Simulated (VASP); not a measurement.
Here is a VASP 6.6.1 calculation.

The input INCAR:

```
PREC = Accurate
ENCUT = 520
EDIFF = 1E-6
ISMEAR = 1
SIGMA = 0.2
LREAL = F
LASPH = T
NELM = 150
ALGO = Fast
ISIF = 2
LWAVE = F
LCHARG = F
ISPIN = 2
MAGMOM = 2 -0.5
LORBIT = 11
NUPDOWN = 2
LMAXMIX = 4
LDAU = T
LDAUTYPE = 2
LDAUL = 2 2
LDAUU = 7 3.5
LDAUJ = 1 1
LDAUPRINT = 1
GGA = RE
LOPTICS = T
NBANDS = 42
NEDOS = 1000
CSHIFT = 0.05
```

KPOINTS

```
Automatic mesh
0
Gamma
  9 9 9
```

The input POSCAR:

```
TiCo
1.0
    3.0755280000      0.0222030000      0.0236490000
    0.0222030000      2.9272130000     -0.0475880000
    0.0236490000     -0.0475880000      2.9587530000
Co Ti
1 1
Direct
    0.5000000000      0.5000000000      0.5000000000
    0.0000000000      0.0000000000      0.0000000000
```

Potentials or basis: VASP PAW PBE potentials, release 64 (Co, Ti_sv).

Run with:

```console
$ cat potpaw_PBE.64/Co/POTCAR potpaw_PBE.64/Ti_sv/POTCAR > POTCAR
$ mpirun -np 1 vasp_std > vasp.out
```

Question: Estimate the pressure.

Answer: 22.1 GPa.

Eigenvalues of the final occupation matrices:
```
    site  spin  trace               eigenvalues
site 1 d     1   4.64  0.90 0.90 0.91 0.95 0.97
site 1 d     2   2.78  0.09 0.09 0.86 0.87 0.87
site 2 d     1   0.96  0.15 0.17 0.17 0.18 0.29
site 2 d     2   0.88  0.15 0.17 0.18 0.18 0.19
```

Caveat: the PAW data sets were made with another functional, which shifts forces and pressure a little; the total moment is fixed, so each spin has its own Fermi level; the U is typed as a test and isn't derived for this compound. The state reached can hang on the start; a lower one may exist.
